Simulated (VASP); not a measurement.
# CaF2 (Fluorite) (Fm-3m) in VASP: settings compared, part 3 of 3

VASP 6.6.1.

## Step 4: Relaxation of cell and atoms, LDA

INCAR reads:

```
  ALGO = Normal
  EDIFF = 1E-6
  EDIFFG = -0.01
  ENCUT = 600
  IBRION = 2
  ISIF = 3
  ISMEAR = 0
  LASPH = True
  LCHARG = False
  LREAL = False
  LWAVE = False
  NELM = 80
  NSW = 90
  PREC = Accurate
  SIGMA = 0.03
```

KPOINTS reads:

```
k-points
0
Gamma
  8 8 8
```

POSCAR reads:

```
CaF2
1.0
    0.0000000000      2.7310000000      2.7310000000
    2.7310000000      0.0000000000      2.7310000000
    2.7310000000      2.7310000000      0.0000000000
Ca F
1 2
Direct
    0.0000000000      0.0000000000      0.0000000000
    0.2500000000      0.2500000000      0.2500000000
    0.7500000000      0.7500000000      0.7500000000
```

Potentials or basis: VASP PAW LDA potentials, release 64 (Ca_sv, F).

Started as:

```
$ cat potpaw_LDA.64/Ca_sv/POTCAR potpaw_LDA.64/F/POTCAR > POTCAR
$ mpirun -np 1 vasp_std > vasp.out
```

OUTCAR:

```text
EDIFF = 1E-6
   EDIFFG = -0.01
   ENCUT = 600
   IBRION = 2
   ISIF = 3
   ISMEAR = 0
   LASPH = True
   LREAL = False
   NELM = 80
   NSW = 90
   PREC = Accurate

 ion  position               nearest neighbor table
   1  0.000  0.000  0.000-   3 2.37   3 2.37   3 2.37   2 2.37   3 2.37   2 2.37   2 2.37   2 2.37

   2  0.250  0.250  0.250-   1 2.37   1 2.37   1 2.37   1 2.37
   3  0.750  0.750  0.750-   1 2.37   1 2.37   1 2.37   1 2.37

  LATTYP: Found a face centered cubic cell.
 ALAT       =     5.4620000000

  Lattice vectors:

 A1 = (   0.0000000000,   2.7310000000,   2.7310000000)
 A2 = (   2.7310000000,   0.0000000000,   2.7310000000)
 A3 = (   2.7310000000,   2.7310000000,   0.0000000000)

Analysis of symmetry for initial positions (statically):
=====================================================================
 Subroutine PRICEL returns:
 Original cell was already a primitive cell.

 Routine SETGRP: Setting up the symmetry group for a
 face centered cubic supercell.

 Subroutine GETGRP returns: Found 48 space group operations
 (whereof 48 operations were pure point group operations)
 out of a pool of 48 trial point group operations.

The static configuration has the point symmetry O_h .

Analysis of symmetry for dynamics (positions and initial velocities):
=====================================================================
 Subroutine PRICEL returns:
 Original cell was already a primitive cell.

 Routine SETGRP: Setting up the symmetry group for a
 face centered cubic supercell.

 Subroutine GETGRP returns: Found 48 space group operations
 (whereof 48 operations were pure point group operations)
 out of a pool of 48 trial point group operations.

The dynamic configuration has the point symmetry O_h .

 Subroutine INISYM returns: Found 48 space group operations
 (whereof 48 operations are pure point group operations),
 and found     1 'primitive' translations

----------------------------------------------------------------------------------------

                                     Primitive cell

  volume of cell :      40.7376

  direct lattice vectors                    reciprocal lattice vectors
     0.000000000  2.731000000  2.731000000    -0.183083120  0.183083120  0.183083120
     2.731000000  0.000000000  2.731000000     0.183083120 -0.183083120  0.183083120
     2.731000000  2.731000000  0.000000000     0.183083120  0.183083120 -0.183083120

  length of vectors
     3.862217239  3.862217239  3.862217239     0.317109265  0.317109265  0.317109265

  position of ions in fractional coordinates (direct lattice)
     0.000000000  0.000000000  0.000000000
     0.250000000  0.250000000  0.250000000
     0.750000000  0.750000000  0.750000000

  ion indices of the primitive-cell ions
   primitive index   ion index
                 1           1
                 2           2
                 3           3

----------------------------------------------------------------------------------------

 KPOINTS: k-points

Automatic generation of k-mesh.
 Grid dimensions read from file:
[... 48 lines left out ...]
   number of dos      NEDOS =    301   number of ions     NIONS =      3
   total plane-waves  NPLWV =  32768
   dimension x,y,z NGX =    32 NGY =   32 NGZ =   32
   dimension x,y,z NGXF=    64 NGYF=   64 NGZF=   64
   ions per type =               1   2
   NGX,Y,Z   is equivalent  to a cutoff of  13.77, 13.77, 13.77 a.u.
   NGXF,Y,Z  is equivalent  to a cutoff of  27.55, 27.55, 27.55 a.u.
 SYSTEM =  unknown system
   PREC   = accura    normal or accurate (medium, high low for compatibility)
   ISTART =      0    job   : 0-new  1-cont  2-samecut
   ICHARG =      2    charge: 1-file 2-atom 10-const
   ISPIN  =      1    spin polarized calculation?
   LNONCOLLINEAR =      F non collinear calculations
   LSORBIT =      F    spin-orbit coupling
   LASPH  =      T    aspherical Exc in radial PAW
   ENCUT  =  600.0 eV  44.10 Ry    6.64 a.u.   7.71  7.71  7.71*2*pi/ulx,y,z
   NELM   =     80;   NELMIN=  2; NELMDL= -5     # of ELM steps
   EDIFF  = 0.1E-05   stopping-criterion for ELM
   LREAL  =      F    real-space projection
   EDIFFG = -.1E-01   stopping-criterion for IOM
   NSW    =     90    number of steps for IOM
   IBRION =      2    ionic relax: 0-MD 1-quasi-New 2-CG
   NFREE  =      1    steps in history (QN), initial steepest desc. (CG)
   ISIF   =      3    stress and relaxation
   ISYM   =      2    0-nonsym 1-usesym 2-fastsym
   POTIM  = 0.5000    time-step for ionic-motion
   TEBEG  =    0.0;   TEEND  =   0.0 temperature during run
   PSTRESS=    0.0 pullay stress
   NELECT =      24.0000    total number of electrons
   NUPDOWN=      -1.0000    fix difference up-down
   EMIN   =  10.00;   EMAX   =-10.00  energy-range for DOS
   EFERMI =   0.00;   METHOD = LEGACY
   ISMEAR =     0;   SIGMA  =   0.03  broadening in eV -4-tet -1-fermi 0-gaus
   EFERMI_NEDOS =   21; number of points for ismear=-14 and -15
   IALGO  =     38    algorithm
   IMIX   =      4    mixing-type and parameters
     AMIX     =   0.40;   BMIX     =  1.00
     AMIX_MAG =   1.60;   BMIX_MAG =  1.00
  volume/ion in A,a.u.               =      13.58        91.64
  Fermi-wavevector in a.u.,A,eV,Ry     =   1.372398  2.593457 25.626266  1.883477
  Thomas-Fermi vector in A             =   2.498009
   LORBIT       =      0    0 simple, 1 ext, 2 COOP (PROOUT), +10 PAW based schemes
   GGA     = CA    functional components
   LHFCALC =     F    Hartree Fock is set to
   AEXX    =    0.0000 exact exchange contribution
   IVDW    =     0    specifies the selected vdW correction
   LEPSILON=     F    determine dielectric tensor
   LRPA    =     F    only Hartree local field effects (RPA)
 conjugate gradient relaxation of ions
 non-spin polarized calculation
 Gauss-broadening in eV      SIGMA  =   0.03
  energy-cutoff  :      600.00
  volume of cell :       40.74
 maximum number of plane-waves:      1380
   NGX = 15   NGY = 15   NGZ = 15

--------------------------------------- Ionic step        1  -------------------------------------------

 number of electron      23.9999989 magnetization

 Free energy of the ion-electron system (eV)
  ---------------------------------------------------
  ext. energy  EPLUGINS =         0.00000000
  ---------------------------------------------------
  free energy    TOTEN  =       -18.96198822 eV

  energy without entropy =      -18.96198822  energy(sigma->0) =      -18.96198822

------------------------ aborting loop because EDIFF is reached ----------------------------------------

  FORCE on cell =-STRESS in cart. coord.  units (eV):
  Direction    XX          YY          ZZ          XY          YZ          ZX
  --------------------------------------------------------------------------------------
  -------------------------------------------------------------------------------------
  Total       -1.5851662     -1.5851662     -1.5851662      0.0000000      0.0000000     -0.0000000
  in kB      -62.3433731    -62.3433731    -62.3433731      0.0000000      0.0000000     -0.0000000
  external PRESSURE =     -62.3433731 kB  Pullay stress =       0.0000000 kB
[... 61 lines left out ...]
--------------------------------------- Ionic step        3  -------------------------------------------

 number of electron      23.9999999 magnetization

 Free energy of the ion-electron system (eV)
  ---------------------------------------------------
  ext. energy  EPLUGINS =         0.00000000
  ---------------------------------------------------
  free energy    TOTEN  =       -19.02046032 eV

  energy without entropy =      -19.02046032  energy(sigma->0) =      -19.02046032

 E-fermi :  -0.7427     XC(G=0): -10.7355

 val. band max:       -0.9563036935   @ k =   0.5000   0.5000   0.0000
 cond. band min:       6.3783187863   @ k =   0.0000   0.0000   0.0000
 fundamental gap:      7.3346224798
 Fermi energy:        -0.7426740173

 k-point     1 :       0.0000    0.0000    0.0000
  band No.  band energies     occupation
      1     -36.0617      2.00000
      2     -20.6689      2.00000
      3     -19.7325      2.00000
      4     -17.2999      2.00000
      5     -17.2999      2.00000
      6     -17.2999      2.00000
[... 433 lines left out ...]
      3     -20.4903      2.00000
      4     -17.3999      2.00000
      5     -17.1034      2.00000
      6     -16.7802      2.00000
[... 8 lines left out ...]
     15       9.2652      0.00000
     16       9.7250      0.00000

 [... further k-points ...]

------------------------ aborting loop because EDIFF is reached ----------------------------------------

  FORCE on cell =-STRESS in cart. coord.  units (eV):
  Direction    XX          YY          ZZ          XY          YZ          ZX
  --------------------------------------------------------------------------------------
  -------------------------------------------------------------------------------------
  Total       -0.0035269     -0.0035269     -0.0035269      0.0000000      0.0000000      0.0000000
  in kB       -0.1490273     -0.1490273     -0.1490273      0.0000000      0.0000000      0.0000000
  external PRESSURE =      -0.1490273 kB  Pullay stress =       0.0000000 kB
[... 18 lines left out ...]
  FREE ENERGIE OF THE ION-ELECTRON SYSTEM (eV)
  ---------------------------------------------------
  free  energy   TOTEN  =       -19.0204603222 eV

  energy  without entropy=      -19.0204603222  energy(sigma->0) =      -19.02046032

 reached required accuracy - stopping structural energy minimisation
```

It took 43 s on 1 thread of Intel Xeon Platinum 8259CL at 2.50GHz (Skylake/Cascade Lake), shared host; peak memory 0.17 GiB.

What came out:

```yaml
Free_energy: -19.0205 eV
Relaxed_volume: 12.64 Å³/atom
Relaxed_cell: a = 3.771 Å, b = 3.771 Å, c = 3.771 Å, α = 60.00°, β = 60.00°, γ = 60.00°
Space_group_after_relaxing_to_0.05_Å: Fm-3m (No. 225)
Energy_gained_by_relaxing: 19.5 meV/atom
Ionic_steps: 3
Pressure_after_relaxing: 0.0 GPa
Band_gap_on_the_k_mesh: 7.33 eV, indirect (least direct gap 7.61 eV)
```

The path:
| step | energy change (eV) | largest force (eV/Å) | pressure (GPa) | volume (Å³) |
| --- | --- | --- | --- | --- |
| 1 | 0.0000 | 0.0000 | -6.23 | 40.74 |
| 2 | -0.0581 | 0.0000 | 0.60 | 37.70 |
| 3 | -0.0585 | 0.0000 | -0.01 | 37.92 |

Final structure:
```cif
data_structure
_symmetry_space_group_name_H-M 'P 1'
_symmetry_Int_Tables_number 1
_cell_length_a 3.7710
_cell_length_b 3.7710
_cell_length_c 3.7710
_cell_angle_alpha 60.000
_cell_angle_beta 60.000
_cell_angle_gamma 60.000
_cell_volume 37.92
loop_
_atom_site_label
_atom_site_type_symbol
_atom_site_fract_x
_atom_site_fract_y
_atom_site_fract_z
_atom_site_occupancy
Ca1 Ca 0.00000 0.00000 0.00000 1
F1 F 0.25000 0.25000 0.25000 1
F2 F 0.75000 0.75000 0.75000 1
```

Levels at points of the mesh, in eV from the valence-band top:
| k point | band 8 | band 9 | band 10 | band 11 | band 12 | band 13 | band 14 | band 15 | band 16 |
| --- | --- | --- | --- | --- | --- | --- | --- | --- | --- |
| (0.00, 0.00, 0.00) | -2.41 | -2.41 | -0.27 | -0.27 | -0.27 | 7.33 | 9.30 | 9.30 | 11.77 |
| (0.50, 0.00, 0.00) | -1.75 | -1.42 | -1.36 | -0.90 | -0.90 | 9.56 | 9.56 | 10.13 | 10.65 |
| (0.50, 0.50, 0.00) | -1.77 | -1.77 | -0.42 | -0.42 | 0.00 | 8.05 | 9.84 | 10.40 | 11.32 |

A k mesh can miss the band edges. LDA usually gives volumes a few per cent too small.
